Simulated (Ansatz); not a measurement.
# NiO in the zincblende structure

Method: PBE, scalar-relativistic; collinear spin; PAW, 420 eV, 12×12×12 k-mesh, Gaussian smearing of 0.05 eV; code Ansatz. The datasets are Ansatz's generated set soft_2.

```cif
data_structure
_symmetry_space_group_name_H-M 'F-43m'
_symmetry_Int_Tables_number 216
_cell_length_a 4.4819
_cell_length_b 4.4819
_cell_length_c 4.4819
_cell_angle_alpha 90.000
_cell_angle_beta 90.000
_cell_angle_gamma 90.000
_cell_volume 90.03
loop_
_atom_site_label
_atom_site_type_symbol
_atom_site_symmetry_multiplicity
_atom_site_Wyckoff_symbol
_atom_site_fract_x
_atom_site_fract_y
_atom_site_fract_z
_atom_site_occupancy
Ni1 Ni 4 a 0.00000 0.00000 0.00000 1
O1 O 4 d 0.25000 0.25000 0.75000 1
```

The start was a prototype's sites filled with these elements. The Crystallography Open Database lists the compound in space group Fm-3m (rock salt), so this is a trial structure.

Magnetic state: ferromagnetic, site spin moments Ni 1.47; O 0.37 μB.

The cell above was scaled in volume, its shape and atoms being fixed by the lattice's symmetry. Energies are counted from the cell above.

Cell and atoms are those of this level's equilibrium.

```csv
V (Å³/atom),ΔE (meV/atom),P from the stress (GPa)
10.635,16.07,8.80
10.804,8.24,6.15
11.029,2.01,2.91
11.254,0.00,-0.01
11.479,1.93,-2.75
11.704,7.56,-5.24
12.042,22.19,-8.52
12.379,43.17,-11.38
```

Q: Do the energies and the pressures agree? Compare −ΔE/ΔV between neighbouring points (1 meV/Å³ = 0.1602 GPa) with the mean of their pressures.

A: 
| interval (Å³/atom) | −ΔE/ΔV (GPa) | mean P (GPa) |
| --- | --- | --- |
| 10.63 to 10.80 | 7.4 | 7.5 |
| 10.80 to 11.03 | 4.4 | 4.5 |
| 11.03 to 11.25 | 1.4 | 1.5 |
| 11.25 to 11.48 | -1.4 | -1.4 |
| 11.48 to 11.70 | -4.0 | -4.0 |
| 11.70 to 12.04 | -6.9 | -6.9 |
| 12.04 to 12.38 | -10.0 | -10.0 |
They differ by 0.10 GPa at most.

Q: What do the two routes give for V0, B0 and B0′?

A: A third-order Birch–Murnaghan fit of the energies: V0 = 11.25 Å³/atom, B0 = 141 GPa, B0′ = 3.5. A polynomial of P in ln V, with B = −dP/d ln V at P = 0: V0 = 11.25 Å³/atom, B0 = 142 GPa, B0′ = 3.5.

The largest spin moment goes from 1.36 to 1.52 μB along the curve.

B0·V0 = 141.0 GPa × 11.25 Å³ = 9.90 eV/atom sets the scale: near the minimum ΔE ≈ ½ B0 V0 x², with x = V/V0 − 1, and a pressure of 1.4 GPa squeezes the volume by about 1 %. At the ends of the curve: x = −5.5 % predicts 14.8 meV/atom and the run gives 16.1; x = +10.0 % predicts 49.9 meV/atom and the run gives 43.2. The lopsidedness is anharmonic: atoms resist being pushed together more than being pulled apart.

The moment grows with the volume: wider spacing narrows the bands, and exchange then polarises them more fully.

Site moments are of spin, integrated over atomic spheres. The moments were started parallel, and the real magnetic order may be another. The run is a metal.
